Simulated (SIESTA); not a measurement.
The system is Pb.

```xyz
1
Lattice="0.0000 2.4750 2.4750 2.4750 0.0000 2.4750 2.4750 2.4750 0.0000" Properties=species:S:1:pos:R:3 pbc="T T T"
Pb    0.0000    0.0000    0.0000
```

| Item | Value |
| --- | --- |
| Program | SIESTA 5.4.2 |
| Task | relaxation of cell and atoms |
| Functional | PBE |
| Potentials or basis | PseudoDojo 0.4 standard (PBE files) |
| Basis | DZP (energy shift 0.003 Ry; two zetas on semicore shells) |
| Grid cutoff | 500 Ry |
| Energy shift | 0.003 Ry |
| k mesh | 9 × 9 × 9 |
| Occupations | fermi-dirac, width 0.05 eV |
| Spin | no spin polarisation |

At the start: pressure 2.8 GPa; volume 30.32 Å³/atom.

Question: Where does the relaxation end?

Answer: Over 4 steps the energy falls by 15.8 meV/atom and the volume is 32.37 Å³/atom (+6.7 %); space group Fm-3m (No. 225, to 0.05 Å).

Step by step:
| step | energy change (eV) | largest force (eV/Å) | pressure (GPa) | volume (Å³) |
| --- | --- | --- | --- | --- |
| 1 | 0.0000 | 0.0000 | 2.83 | 30.32 |
| 2 | -0.0095 | 0.0000 | 1.60 | 31.03 |
| 3 | -0.0155 | 0.0000 | 0.39 | 32.02 |
| 4 | -0.0158 | 0.0000 | -0.08 | 32.37 |

Final structure:
```xyz
1
Lattice="0.0002 2.5295 2.5295 2.5295 0.0002 2.5295 2.5295 2.5295 0.0002" Properties=species:S:1:pos:R:3 pbc="T T T"
Pb    0.0000    0.0000    0.0000
```

Caveat: the basis of atomic orbitals isn't converged, which shifts pressures, moduli and gaps.
